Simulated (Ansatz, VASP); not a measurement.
**Two plane-wave programs on Ni**

File INCAR:

```
  PREC = Accurate
  ENCUT = 520
  EDIFF = 1E-6
  ISMEAR = -1
  SIGMA = 0.1
  LREAL = F
  LASPH = T
  NELM = 80
  ALGO = Fast
  ISIF = 2
  LWAVE = F
  LCHARG = T
  GGA = RP
  LELF = T
  LVHAR = T
  NBANDS = 11
```

Contents of KPOINTS:

```
regular mesh
0
Gamma
  18 18 18
```

Contents of POSCAR:

```
Ni
1.0
   -1.4657337873      1.4657337873      1.4657337873
    1.4657337873     -1.4657337873      1.4657337873
    1.4657337873      1.4657337873     -1.4657337873
Ni
1
Direct
    0.0000000000      0.0000000000      0.0000000000
```

Input for Ansatz:

```yaml
crystal:
  lattice:
    - [-1.4657337873, 1.4657337873, 1.4657337873]
    - [1.4657337873, -1.4657337873, 1.4657337873]
    - [1.4657337873, 1.4657337873, -1.4657337873]
  atoms:
    - { symbol: Ni, position: [0.0, 0.0, 0.0] }
hamiltonian:
  xc: rpbe
  pseudopotentials:
    kind: paw
    azcp:
      Ni: "pseudopotentials/Ni.paw.azcp"
basis:
  ecutwfc: 420
  fft_grid_basis: typed
kpoints:
  mp_grid: { grid: [18, 18, 18], shift: [0, 0, 0] }
magnetization:
  spin_polarized: false
scf:
  occupations: { method: fermi_dirac, width: 0.1 }
  lower_state_search: "off"
output:
  stress: true
  write_density: true
  write_potential: true
  elf: true
  volumetric_format: npy
```

Alike in both runs: task single point; functional RPBE; k mesh 18 × 18 × 18; occupations fermi-dirac, width 0.1 eV; no spin polarisation.

```csv
,VASP,Ansatz
version,VASP 6.6.1,Ansatz 0.2.0
potentials or method,"VASP PAW PBE potentials, release 64 (Ni)","plane waves (420 eV) with PAW, scalar-relativistic"
plane-wave cutoff (eV),520,420
valence electrons in the cell,10,18
```

```csv
,VASP,Ansatz,Ansatz less VASP
pressure (GPa),-15.2,-15.2,+0.04
```

With one functional, cell and mesh, what is left measures potentials, basis and numerics. The two sets of potentials don't hold the same shells in valence.

Caveats: so large a pressure means that the cell lies far from this level's equilibrium, or that cutoff or potentials fall short (VASP); the potentials were made for another functional, which shifts forces and pressure (VASP); the run has no spin polarisation, though such a crystal can be magnetic. Spin polarisation is off, so any magnetic state and its effect on volume and gap are missing.
